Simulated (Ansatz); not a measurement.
**Relaxing selenium (diamond)**

The calculation used DFT, revPBE, plane waves (420 eV) with PAW, scalar-relativistic in Ansatz 0.2.0. The PAW files were generated under PBE, with cores re-solved for the functional.

k-point mesh 9×9×9, Fermi-Dirac smearing 0.1 eV, no spin polarisation. Cell and atoms relax.

Starting structure:

```
Se
1.0
     0.00000    3.08783    3.08783
     3.08783    0.00000    3.08783
     3.08783    3.08783    0.00000
Se
2
Direct
  0.12500 0.12500 0.12500
  0.87500 0.87500 0.87500
```

**Question.** The pressure at the start is 4.5 GPa. By how much does the volume change?

**Answer.** From 29.44 to 32.66 Å³ per atom, 10.9 %. The final cell has a = 6.393 Å.

**Question.** How much energy does the relaxation gain?

**Answer.** 41.7 meV per atom.
